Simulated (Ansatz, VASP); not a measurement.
## One calculation of Y, two programs

File INCAR:

```
PREC = Accurate
ENCUT = 520
EDIFF = 1E-6
ISMEAR = 0
SIGMA = 0.15
LREAL = F
LASPH = T
NELM = 100
ALGO = Fast
ISIF = 2
LWAVE = F
LCHARG = F
NBANDS = 12
```

Contents of KPOINTS:

```
regular mesh
0
Gamma
  16 16 16
```

File POSCAR:

```
Y
1.0
    0.0000000000      2.3856000000      2.6838000000
    2.3856000000      0.0000000000      2.6838000000
    2.3856000000      2.3856000000      0.0000000000
Y
1
Direct
    0.0000000000      0.0000000000      0.0000000000
```

Input for Ansatz:

```yaml
crystal:
  lattice:
    - [0.0, 2.3856, 2.6838]
    - [2.3856, 0.0, 2.6838]
    - [2.3856, 2.3856, 0.0]
  atoms:
    - { symbol: "Y", position: [0.0, 0.0, 0.0] }
basis:
  ecutwfc: 420
kpoints:
  mp_grid: { grid: [16, 16, 16] }
hamiltonian:
  xc: lda
scf:
  occupations: { method: gaussian, width: 0.15 }
output:
  forces: true
  stress: true
  eigenvalues: true
```

Change from the starting cell: strain -0.040 along x and y, +0.080 along z, atoms carried along.

Alike in both runs: task single point; functional LDA; k mesh 16 × 16 × 16; occupations gaussian, width 0.15 eV; no spin polarisation.

```csv
,VASP,Ansatz
version,VASP 6.6.1,Ansatz 0.2.0
potentials or method,"VASP PAW LDA potentials, release 64 (Y_sv)","scalar-relativistic, plane waves, PAW"
plane-wave cutoff (eV),520,420
valence electrons in the cell,11,11
```

```csv
,VASP,Ansatz,Ansatz less VASP
gap on the k mesh at the Fermi level (eV),none,none,-
pressure (GPa),-1.7,-1.6,+0.13
largest component of the traceless stress (GPa),2.72,2.70,-0.015
```

A gap of «none» marks a metal or a gap that the smearing closes.
